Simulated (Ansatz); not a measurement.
## CdS: rattling a relaxed structure

It was reached by relaxing an invented guess, and it needn't be the stable form of this composition.

Theory: Ansatz 0.2.0, DFT PBE, scalar-relativistic, plane waves, PAW. Settings: cutoff 420 eV, Γ-centred mesh 8×8×8 on the computed 4-atom cell, Gaussian smearing of 0.02 eV; no spin polarisation.

The cell below (4 atoms, space group Fdd2 (No. 43)) is relaxed within its symmetry.

```yaml
crystal:
  lattice:
    - [0.00000, 3.78004, 6.40969]
    - [1.93962, 0.00000, 6.40969]
    - [1.93962, 3.78004, 0.00000]
  atoms:
    - { symbol: Cd, position: [0.56760, 0.56760, 0.93240] }
    - { symbol: Cd, position: [0.31760, 0.31760, 0.68240] }
    - { symbol: S, position: [0.68240, 0.68240, 0.31760] }
    - { symbol: S, position: [0.93240, 0.93240, 0.56760] }
```

For the test a repeat of it with 8 atoms (edges 4.25, 6.70, 6.94 Å) was strained at random (σ = 1.5 % a component), the atoms were moved at random (σ = 0.10 Å), and all was relaxed again on a coarse 4×2×2 mesh (in the run’s order of axes) with 0.10 eV smearing, with no symmetry imposed.

**Question.** Does it come back?

**Answer.** It returns, within 1 meV/atom of the unmoved cell on that mesh and with the same symmetry when read at 0.1 Å (P1 at 0.01 Å, so small strains and shifts remain). No instability shows in this cell; modes of other wave vectors, which need another repeat, aren't tested.
